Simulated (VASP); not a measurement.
# Ca (Immm) in VASP: a series of runs

The runs below take Ca through single point, with PBE.

Everything below comes from runs of VASP 6.6.1. Logs are shortened: lines on timing, memory, paths and dates and some standing lists are left out, and cuts for length are marked.

## Step 1: Starting point

It takes space group Immm (No. 71, orthorhombic). The conventional cell has a = 4.193 Å, b = 4.203 Å, c = 4.891 Å, α = 90.00°, β = 90.00°, γ = 90.00°. Around Ca (site symmetry mmm) lie 12 Ca at 3.85 to 4.20 Å.

This isn't the form of Ca at room conditions, which is fcc.

## Step 2: Single point, PBE

File INCAR:

```
PREC     = Accurate       # precision mode
ENCUT    = 350            # plane-wave cutoff, eV
EDIFF    = 1E-6           # SCF threshold, eV
ISMEAR   = 1              # smearing method
SIGMA    = 0.1            # smearing width, eV
LREAL    = False          # projectors in reciprocal space
LASPH    = True           # aspherical terms in the spheres
NELM     = 100            # most SCF steps
ALGO     = Normal         # electronic algorithm
ISIF     = 2              # what is computed and relaxed
LWAVE    = False          # write WAVECAR
LCHARG   = False          # write CHGCAR
GGA      = PE             # functional
ADDGRID  = False
```

File KPOINTS:

```
Automatic mesh
0
Gamma
  16 16 16
```

File POSCAR:

```
Ca
1.0
   -2.1296130000      2.1366080000      2.5183870000
    2.0452440000     -2.1127450000      2.4255450000
    2.0940060000      2.0772270000     -2.4978770000
Ca
1
Direct
    0.5036690000      0.4760610000     -0.0172770000
```

Potentials or basis: VASP PAW PBE potentials, release 64 (Ca_pv).

Launch:

```console
$ cat potpaw_PBE.64/Ca_pv/POTCAR > POTCAR
$ mpirun -np 1 vasp_std > vasp.out
```

OUTCAR:

```text
PREC = Accurate
   ENCUT = 350
   EDIFF = 1E-6
   ISMEAR = 1
   LREAL = False
   LASPH = True
   NELM = 100
   ISIF = 2
   GGA = PE

 Found   2052 irreducible k-points:

 Following reciprocal coordinates:
            Coordinates               Weight
  0.000000  0.000000  0.000000      1.000000
  0.062500  0.000000  0.000000      2.000000
  0.125000  0.000000  0.000000      2.000000
  0.187500  0.000000  0.000000      2.000000
  0.250000  0.000000  0.000000      2.000000
  0.312500  0.000000 -0.000000      2.000000
   k-points           NKPTS =   2052   k-points in BZ     NKDIM =   2052   number of bands    NBANDS=      8
   number of dos      NEDOS =    301   number of ions     NIONS =      1
   total plane-waves  NPLWV =  13824
   dimension x,y,z NGX =    24 NGY =   24 NGZ =   24
   dimension x,y,z NGXF=    48 NGYF=   48 NGZF=   48
   ions per type =               1
   NGX,Y,Z   is equivalent  to a cutoff of  10.15, 10.47, 10.32 a.u.
   NGXF,Y,Z  is equivalent  to a cutoff of  20.31, 20.93, 20.65 a.u.
 SYSTEM =  unknown system
   PREC   = accura    normal or accurate (medium, high low for compatibility)
   ISTART =      0    job   : 0-new  1-cont  2-samecut
   ICHARG =      2    charge: 1-file 2-atom 10-const
   ISPIN  =      1    spin polarized calculation?
   LNONCOLLINEAR =      F non collinear calculations
   LSORBIT =      F    spin-orbit coupling
   LASPH  =      T    aspherical Exc in radial PAW
   ENCUT  =  350.0 eV  25.72 Ry    5.07 a.u.   5.99  5.81  5.90*2*pi/ulx,y,z
   NELM   =    100;   NELMIN=  2; NELMDL= -5     # of ELM steps
   EDIFF  = 0.1E-05   stopping-criterion for ELM
   LREAL  =      F    real-space projection
[... 7 lines left out ...]
   TEBEG  =    0.0;   TEEND  =   0.0 temperature during run
   PSTRESS=    0.0 pullay stress
   NELECT =       8.0000    total number of electrons
   NUPDOWN=      -1.0000    fix difference up-down
   EMIN   =  10.00;   EMAX   =-10.00  energy-range for DOS
   EFERMI =   0.00;   METHOD = LEGACY
   ISMEAR =     1;   SIGMA  =   0.10  broadening in eV -4-tet -1-fermi 0-gaus
   EFERMI_NEDOS =   21; number of points for ismear=-14 and -15
   IALGO  =     38    algorithm
   IMIX   =      4    mixing-type and parameters
     AMIX     =   0.40;   BMIX     =  1.00
     AMIX_MAG =   1.60;   BMIX_MAG =  1.00
  volume/ion in A,a.u.               =      43.10       290.85
  Fermi-wavevector in a.u.,A,eV,Ry     =   0.933859  1.764737 11.865531  0.872092
  Thomas-Fermi vector in A             =   2.060604
   LORBIT       =      0    0 simple, 1 ext, 2 COOP (PROOUT), +10 PAW based schemes
   GGA     = PE    functional components
   LHFCALC =     F    Hartree Fock is set to
   AEXX    =    0.0000 exact exchange contribution
   IVDW    =     0    specifies the selected vdW correction
   LEPSILON=     F    determine dielectric tensor
   LRPA    =     F    only Hartree local field effects (RPA)
 non-spin polarized calculation
 Methfessel and Paxton  Order N= 1 SIGMA  =   0.10
  energy-cutoff  :      350.00
  volume of cell :       43.10
 maximum number of plane-waves:       658
   NGX = 11   NGY = 11   NGZ = 11

 number of electron       7.9999998 magnetization

 Free energy of the ion-electron system (eV)
  ---------------------------------------------------
  ext. energy  EPLUGINS =         0.00000000
  ---------------------------------------------------
  free energy    TOTEN  =        -1.90676254 eV

  energy without entropy =       -1.90654457  energy(sigma->0) =       -1.90668988

 E-fermi :   2.1357     XC(G=0):  -7.6331

 val. band max:        2.1356190805   @ k =   0.4375   0.3750   0.3125
 cond. band min:       2.1365842024   @ k =  -0.4375   0.3750   0.4375
 fundamental gap:      0.0009651219
 Fermi energy:         2.1357120734

 k-point     1 :       0.0000    0.0000    0.0000
  band No.  band energies     occupation
      1     -20.8677      2.00000
      2     -20.8625      2.00000
      3     -20.8529      2.00000
      4      -1.8717      2.00000
      5       4.2177      0.00000
      6       4.3441      0.00000
      7       4.9501      0.00000
      8       4.9800      0.00000

 k-point     2 :       0.0625    0.0000    0.0000
  band No.  band energies     occupation
      1     -20.8690      2.00000
      2     -20.8655      2.00000
      3     -20.8548      2.00000
      4      -1.8065      2.00000
      5       4.1948      0.00000
      6       4.3521      0.00000
      7       4.9450      0.00000
      8       4.9606      0.00000

 k-point     3 :       0.1250    0.0000    0.0000
  band No.  band energies     occupation
      1     -20.8787      2.00000
      2     -20.8716      2.00000
      3     -20.8568      2.00000
      4      -1.6132      2.00000
      5       4.0884     -0.00000
      6       4.3564      0.00000
      7       4.9172      0.00000
      8       4.9861      0.00000

 k-point     4 :       0.1875    0.0000    0.0000
  band No.  band energies     occupation
      1     -20.8993      2.00000
      2     -20.8765      2.00000
      3     -20.8576      2.00000
      4      -1.2989      2.00000
      5       3.8572     -0.00000
      6       4.3082      0.00000
      7       4.9227      0.00000
      8       5.1178      0.00000

 k-point     5 :       0.2500    0.0000    0.0000
  band No.  band energies     occupation
      1     -20.9240      2.00000
      2     -20.8823      2.00000
      3     -20.8581      2.00000
      4      -0.8762      2.00000
      5       3.5252     -0.00000
      6       4.2057      0.00000
      7       4.9480      0.00000
      8       5.3584      0.00000

 k-point     6 :       0.3125    0.0000   -0.0000
  band No.  band energies     occupation
      1     -20.9487      2.00000
      2     -20.8880      2.00000
      3     -20.8585      2.00000
      4      -0.3642      2.00000
      5       3.1313     -0.00000
      6       4.0874     -0.00000
      7       4.9469      0.00000
      8       5.6365      0.00000

 [... further k-points ...]
[... 5 lines left out ...]
  --------------------------------------------------------------------------------------
  -------------------------------------------------------------------------------------
  Total       -0.1223346     -0.1576548     -0.0517673      0.0492655     -0.0340017      0.1303874
  in kB       -4.5476697     -5.8606643     -1.9243970      1.8313951     -1.2639781      4.8470227
  external PRESSURE =      -4.1109103 kB  Pullay stress =       0.0000000 kB

 VOLUME and BASIS-vectors are now :
 -----------------------------------------------------------------------------
  energy-cutoff  :      350.00
  volume of cell :       43.10
      direct lattice vectors                 reciprocal lattice vectors
    -2.129613000  2.136608000  2.518387000     0.005544617  0.236380961  0.201221828
     2.045244000 -2.112745000  2.425545000     0.245206417  0.001067158  0.206447491
     2.094006000  2.077227000 -2.497877000     0.243696023  0.239358134  0.003003396

 POSITION                                       TOTAL-FORCE (eV/Angst)
 -----------------------------------------------------------------------------------
      1.95887      2.11169     -0.03158        -0.000000      0.000000      0.000000
 -----------------------------------------------------------------------------------
    total drift:                                0.000011      0.000008      0.000004

  FREE ENERGIE OF THE ION-ELECTRON SYSTEM (eV)
  ---------------------------------------------------
  free  energy   TOTEN  =        -1.9067625406 eV

  energy  without entropy=       -1.9065445719  energy(sigma->0) =       -1.90668988
```

Wall time 1.8 min (1 thread of Intel Xeon Platinum 8488C (Sapphire Rapids), shared host); peak memory 0.52 GiB.

These settings aren't checked as converged: the numbers below hold their error.

What came out:

```yaml
Free_energy: -1.9068 eV
Pressure: -0.4 GPa
Band_gap_on_the_k_mesh: none (metal or under the smearing width)
```

## Step 3: Single point, PBE

This run uses another cell than the first one, of the same volume but with other edges.

INCAR, as its differences from that of step 2:

```diff
@@ -1,3 +1,3 @@
 PREC     = Accurate       # precision mode
-ENCUT    = 350            # plane-wave cutoff, eV
+ENCUT    = 500            # plane-wave cutoff, eV
 EDIFF    = 1E-6           # SCF threshold, eV
```

File KPOINTS:

```
Automatic mesh
0
Gamma
  14 14 14
```

File POSCAR:

```
Ca
1.0
   -2.0964874600      2.1017318100      2.4453524600
    2.0964874600     -2.1017318100      2.4453524600
    2.0964874600      2.1017318100     -2.4453524600
Ca
1
Direct
    0.5000000000      0.5000000000      0.0000000000
```

Potentials or basis: VASP PAW PBE potentials, release 64 (Ca_pv).

Launch:

```console
$ cat potpaw_PBE.64/Ca_pv/POTCAR > POTCAR
$ mpirun -np 1 vasp_std > vasp.out
```

It took 49 s on 1 thread of Intel Xeon Platinum 8488C (Sapphire Rapids), shared host; peak memory 0.28 GiB.

The run converged, but some of its settings lie outside the range that counts as converged, so its numbers aren't taken as properties of the crystal.

What came out:

| Quantity | Value |
| --- | --- |
| Free energy | -1.9084 eV |
| Pressure | -0.4 GPa |
| Band gap on the k mesh | none (metal or under the smearing width) |

## Step 4: For comparison

An earlier run on the cell as given: functional PBE; potentials or basis VASP PAW PBE potentials, release 64 (Ca_sv); cutoff 520 eV; k mesh 9 × 9 × 9; occupations fermi-dirac, width 0.05 eV; no spin polarisation.

* Pressure: -0.4 GPa
* Band gap on the k mesh: none (metal or under the smearing width)
